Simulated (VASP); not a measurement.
# Si (Fd-3m) in VASP: a series of runs

Runs on Si. Level: PBEsol. Tasks: single point, relaxation of cell and atoms.

Program: VASP 6.6.1. These are calculated values, not measurements. Logs are shortened: lines on timing, memory, paths and dates and some standing lists are left out, and cuts for length are marked.

### Step 1. The crystal as given

It takes space group Fd-3m (No. 227, cubic). The conventional cell has a = 5.434 Å, b = 5.434 Å, c = 5.434 Å, α = 90.00°, β = 90.00°, γ = 90.00°. Si (site symmetry -43m) has 4 Si at 2.35 Å as nearest neighbours.

### Step 2. Single point, PBEsol

INCAR reads:

```
PREC = Accurate
ENCUT = 520
EDIFF = 1E-7
ISMEAR = 0
SIGMA = 0.02
LREAL = F
LASPH = T
NELM = 100
ALGO = Normal
ISIF = 2
LWAVE = F
LCHARG = F
GGA = PS
NBANDS = 11
```

KPOINTS reads:

```
regular mesh
0
Gamma
  12 12 12
```

POSCAR reads:

```
Si
1.0
    0.0000000000      2.7169171376      2.7169171376
    2.7169171376      0.0000000000      2.7169171376
    2.7169171376      2.7169171376      0.0000000000
Si
2
Direct
    0.7500000000      0.7500000000      0.7500000000
    0.5000000000      0.5000000000      0.5000000000
```

Potentials or basis: VASP PAW PBE potentials, release 64 (Si).

Command:

```console
$ cat potpaw_PBE.64/Si/POTCAR > POTCAR
$ mpirun -np 1 vasp_std > vasp.out
```

OUTCAR:

```text
PREC = Accurate
   ENCUT = 520
   EDIFF = 1E-7
   ISMEAR = 0
   LREAL = F
   LASPH = T
   NELM = 100
   ISIF = 2
   GGA = PS

 ion  position               nearest neighbor table
   1  0.750  0.750  0.750-   2 2.35   2 2.35   2 2.35   2 2.35
   2  0.500  0.500  0.500-   1 2.35   1 2.35   1 2.35   1 2.35

  LATTYP: Found a face centered cubic cell.
 ALAT       =     5.4338342752

  Lattice vectors:

 A1 = (   0.0000000000,   2.7169171376,   2.7169171376)
 A2 = (   2.7169171376,   0.0000000000,   2.7169171376)
 A3 = (   2.7169171376,   2.7169171376,   0.0000000000)

Analysis of symmetry for initial positions (statically):
=====================================================================
 Subroutine PRICEL returns:
 Original cell was already a primitive cell.

 Routine SETGRP: Setting up the symmetry group for a
 face centered cubic supercell.

 Subroutine GETGRP returns: Found 48 space group operations
 (whereof 24 operations were pure point group operations)
 out of a pool of 48 trial point group operations.

The static configuration has the point symmetry T_d .
 The point group associated with its full space group is O_h .

Analysis of symmetry for dynamics (positions and initial velocities):
=====================================================================
 Subroutine PRICEL returns:
 Original cell was already a primitive cell.

 Routine SETGRP: Setting up the symmetry group for a
 face centered cubic supercell.

 Subroutine GETGRP returns: Found 48 space group operations
 (whereof 24 operations were pure point group operations)
 out of a pool of 48 trial point group operations.

The dynamic configuration has the point symmetry T_d .
 The point group associated with its full space group is O_h .

 Subroutine INISYM returns: Found 48 space group operations
 (whereof 24 operations are pure point group operations),
 and found     1 'primitive' translations

----------------------------------------------------------------------------------------

                                     Primitive cell

  volume of cell :      40.1106

  direct lattice vectors                    reciprocal lattice vectors
     0.000000000  2.716917138  2.716917138    -0.184032112  0.184032112  0.184032112
     2.716917138  0.000000000  2.716917138     0.184032112 -0.184032112  0.184032112
     2.716917138  2.716917138  0.000000000     0.184032112  0.184032112 -0.184032112

  length of vectors
     3.842301064  3.842301064  3.842301064     0.318752969  0.318752969  0.318752969

  position of ions in fractional coordinates (direct lattice)
     0.750000000  0.750000000  0.750000000
     0.500000000  0.500000000  0.500000000

  ion indices of the primitive-cell ions
   primitive index   ion index
                 1           1
                 2           2

----------------------------------------------------------------------------------------

 KPOINTS: regular mesh

Automatic generation of k-mesh.
 Grid dimensions read from file:
 generate k-points for:   12   12   12

 Generating k-lattice:

  Cartesian coordinates                     Fractional coordinates (reciprocal lattice)
    -0.015336009  0.015336009  0.015336009     0.083333333  0.000000000  0.000000000
     0.015336009 -0.015336009  0.015336009     0.000000000  0.083333333  0.000000000
     0.015336009  0.015336009 -0.015336009     0.000000000  0.000000000  0.083333333

  Length of vectors
     0.026562747  0.026562747  0.026562747

  Shift w.r.t. Gamma in fractional coordinates (k-lattice)
     0.000000000  0.000000000  0.000000000

 Subroutine IBZKPT returns following result:
 ===========================================

 Found     72 irreducible k-points:

 Following reciprocal coordinates:
            Coordinates               Weight
  0.000000  0.000000  0.000000      1.000000
  0.083333  0.000000  0.000000      8.000000
  0.166667  0.000000  0.000000      8.000000
  0.250000  0.000000  0.000000      8.000000
  0.333333  0.000000  0.000000      8.000000
  0.416667  0.000000  0.000000      8.000000
[... 16 lines left out ...]
  0.500000  0.166667  0.000000     24.000000
 -0.416667  0.166667  0.000000     24.000000
 [... further k-points ...]
   k-points           NKPTS =     72   k-points in BZ     NKDIM =     72   number of bands    NBANDS=     11
   number of dos      NEDOS =    301   number of ions     NIONS =      2
   total plane-waves  NPLWV =  27000
   dimension x,y,z NGX =    30 NGY =   30 NGZ =   30
   dimension x,y,z NGXF=    60 NGYF=   60 NGZF=   60
   ions per type =               2
   NGX,Y,Z   is equivalent  to a cutoff of  12.98, 12.98, 12.98 a.u.
   NGXF,Y,Z  is equivalent  to a cutoff of  25.96, 25.96, 25.96 a.u.
 SYSTEM =  unknown system
   PREC   = accura    normal or accurate (medium, high low for compatibility)
   ISTART =      0    job   : 0-new  1-cont  2-samecut
   ICHARG =      2    charge: 1-file 2-atom 10-const
   ISPIN  =      1    spin polarized calculation?
   LNONCOLLINEAR =      F non collinear calculations
   LSORBIT =      F    spin-orbit coupling
   LASPH  =      T    aspherical Exc in radial PAW
   ENCUT  =  520.0 eV  38.22 Ry    6.18 a.u.   7.14  7.14  7.14*2*pi/ulx,y,z
   NELM   =    100;   NELMIN=  2; NELMDL= -5     # of ELM steps
   EDIFF  = 0.1E-06   stopping-criterion for ELM
   LREAL  =      F    real-space projection
   EDIFFG = 0.1E-05   stopping-criterion for IOM
   NSW    =      0    number of steps for IOM
   IBRION =     -1    ionic relax: 0-MD 1-quasi-New 2-CG
   NFREE  =      0    steps in history (QN), initial steepest desc. (CG)
   ISIF   =      2    stress and relaxation
   ISYM   =      2    0-nonsym 1-usesym 2-fastsym
   POTIM  = 0.5000    time-step for ionic-motion
   TEBEG  =    0.0;   TEEND  =   0.0 temperature during run
   PSTRESS=    0.0 pullay stress
   NELECT =       8.0000    total number of electrons
   NUPDOWN=      -1.0000    fix difference up-down
   EMIN   =  10.00;   EMAX   =-10.00  energy-range for DOS
   EFERMI =   0.00;   METHOD = LEGACY
   ISMEAR =     0;   SIGMA  =   0.02  broadening in eV -4-tet -1-fermi 0-gaus
   EFERMI_NEDOS =   21; number of points for ismear=-14 and -15
   IALGO  =     38    algorithm
   IMIX   =      4    mixing-type and parameters
     AMIX     =   0.40;   BMIX     =  1.00
     AMIX_MAG =   1.60;   BMIX_MAG =  1.00
  volume/ion in A,a.u.               =      20.06       135.34
  Fermi-wavevector in a.u.,A,eV,Ry     =   0.956500  1.807523 12.447872  0.914893
  Thomas-Fermi vector in A             =   2.085434
   LORBIT       =      0    0 simple, 1 ext, 2 COOP (PROOUT), +10 PAW based schemes
   GGA     = PS    functional components
   LHFCALC =     F    Hartree Fock is set to
   AEXX    =    0.0000 exact exchange contribution
   IVDW    =     0    specifies the selected vdW correction
   LEPSILON=     F    determine dielectric tensor
   LRPA    =     F    only Hartree local field effects (RPA)
 non-spin polarized calculation
 Gauss-broadening in eV      SIGMA  =   0.02
  energy-cutoff  :      520.00
  volume of cell :       40.11
 maximum number of plane-waves:      1106
 NGX is ok and might be reduce to    30
   NGX = 15   NGY = 15   NGZ = 15

 number of electron       8.0000001 magnetization

 Free energy of the ion-electron system (eV)
  ---------------------------------------------------
  ext. energy  EPLUGINS =         0.00000000
  ---------------------------------------------------
  free energy    TOTEN  =       -11.49324598 eV

  energy without entropy =      -11.49324598  energy(sigma->0) =      -11.49324598

 E-fermi :   5.9320     XC(G=0):  -9.5470

 val. band max:        5.7723609885   @ k =   0.0000   0.0000   0.0000
 cond. band min:       6.2319723452   @ k =   0.4167   0.4167   0.0000
 fundamental gap:      0.4596113566
 Fermi energy:         5.9320030057

 k-point     1 :       0.0000    0.0000    0.0000
  band No.  band energies     occupation
      1      -6.2060      2.00000
      2       5.7724      2.00000
      3       5.7724      2.00000
      4       5.7724      2.00000
      5       8.2891      0.00000
      6       8.2891      0.00000
      7       8.2891      0.00000
      8       9.0769      0.00000
      9      13.4599      0.00000
     10      13.4599      0.00000
     11      13.4761      0.00000

 k-point     2 :       0.0833    0.0000    0.0000
  band No.  band energies     occupation
      1      -6.1148      2.00000
      2       4.9045      2.00000
      3       5.6268      2.00000
      4       5.6268      2.00000
      5       8.3258      0.00000
      6       8.5024      0.00000
      7       8.5024      0.00000
      8       9.7450      0.00000
      9      13.1774      0.00000
     10      13.1774      0.00000
     11      13.8712      0.00000

 k-point     3 :       0.1667    0.0000    0.0000
  band No.  band energies     occupation
      1      -5.8439      2.00000
      2       3.3747      2.00000
      3       5.3180      2.00000
      4       5.3180      2.00000
      5       8.0570      0.00000
      6       8.9394      0.00000
      7       8.9394      0.00000
      8      11.1625      0.00000
      9      12.7963      0.00000
     10      12.7963      0.00000
     11      14.6355      0.00000

 k-point     4 :       0.2500    0.0000    0.0000
  band No.  band energies     occupation
      1      -5.4041      2.00000
      2       1.8234      2.00000
      3       5.0081      2.00000
      4       5.0081      2.00000
      5       7.7278      0.00000
      6       9.2292      0.00000
      7       9.2292      0.00000
      8      12.6065      0.00000
      9      12.9027      0.00000
     10      12.9027      0.00000
     11      14.5511      0.00000

 k-point     5 :       0.3333    0.0000    0.0000
  band No.  band energies     occupation
      1      -4.8244      2.00000
      2       0.4115      2.00000
      3       4.7678      2.00000
      4       4.7678      2.00000
      5       7.4588      0.00000
      6       9.2213      0.00000
      7       9.2213      0.00000
      8      13.4755      0.00000
      9      13.6959      0.00000
     10      13.6959      0.00000
     11      14.7350      0.00000
[... 211 lines left out ...]
 k-point    21 :       0.3333    0.1667    0.0000
  band No.  band energies     occupation
      1      -4.9030      2.00000
      2       1.3221      2.00000
      3       3.7575      2.00000
      4       4.0130      2.00000
      5       7.6534      0.00000
      6       9.7609      0.00000
      7      10.2245      0.00000
      8      10.8015      0.00000
      9      14.7960      0.00000
     10      14.8458      0.00000
     11      16.0095      0.00000

 k-point    22 :       0.4167    0.1667    0.0000
  band No.  band energies     occupation
      1      -4.2921      2.00000
      2       0.0810      2.00000
      3       3.3148      2.00000
      4       3.9300      2.00000
      5       7.6927      0.00000
      6       9.9706      0.00000
      7      10.6135      0.00000
      8      10.7354      0.00000
      9      15.5054      0.00000
     10      15.9132      0.00000
     11      16.5223      0.00000

 k-point    23 :       0.5000    0.1667    0.0000
  band No.  band energies     occupation
      1      -3.7034      2.00000
      2      -0.8603      2.00000
      3       2.9679      2.00000
      4       3.9853      2.00000
      5       7.7233      0.00000
      6       9.8192      0.00000
      7      10.3358      0.00000
      8      12.1106      0.00000
      9      15.0450      0.00000
     10      16.1946      0.00000
     11      17.4204      0.00000

 k-point    24 :      -0.4167    0.1667    0.0000
  band No.  band energies     occupation
      1      -3.5872      2.00000
      2      -1.0221      2.00000
      3       2.7518      2.00000
      4       4.1714      2.00000
      5       7.8718      0.00000
      6       9.7665      0.00000
      7      10.1077      0.00000
      8      13.6596      0.00000
      9      14.2176      0.00000
     10      14.4964      0.00000
     11      16.7844      0.00000

 [... further k-points ...]
[... 5 lines left out ...]
  --------------------------------------------------------------------------------------
  -------------------------------------------------------------------------------------
  Total        0.0238584      0.0238584      0.0238584      0.0000000      0.0000000     -0.0000000
  in kB        0.9530008      0.9530008      0.9530008      0.0000000      0.0000000     -0.0000000
  external PRESSURE =       0.9530008 kB  Pullay stress =       0.0000000 kB

 VOLUME and BASIS-vectors are now :
 -----------------------------------------------------------------------------
  energy-cutoff  :      520.00
  volume of cell :       40.11
      direct lattice vectors                 reciprocal lattice vectors
     0.000000000  2.716917138  2.716917138    -0.184032112  0.184032112  0.184032112
     2.716917138  0.000000000  2.716917138     0.184032112 -0.184032112  0.184032112
     2.716917138  2.716917138  0.000000000     0.184032112  0.184032112 -0.184032112

 POSITION                                       TOTAL-FORCE (eV/Angst)
 -----------------------------------------------------------------------------------
      4.07538      4.07538      4.07538        -0.000000     -0.000000     -0.000000
      2.71692      2.71692      2.71692         0.000000      0.000000      0.000000
 -----------------------------------------------------------------------------------
    total drift:                                0.000000     -0.000000     -0.000000

  FREE ENERGIE OF THE ION-ELECTRON SYSTEM (eV)
  ---------------------------------------------------
  free  energy   TOTEN  =       -11.4932459834 eV

  energy  without entropy=      -11.4932459834  energy(sigma->0) =      -11.49324598
```

It took 16 s on 1 thread of AMD EPYC 9R45 (Zen 5), shared host; peak memory 0.14 GiB.

What came out:

- Free energy: -11.4932 eV
- Pressure: 0.1 GPa
- Band gap on the k mesh: 0.46 eV, indirect (least direct gap 2.52 eV)

Caveat: the PAW data sets were made with another functional, which shifts forces and pressure a little. A k mesh can miss the band edges.

[end of part 1 of 2]
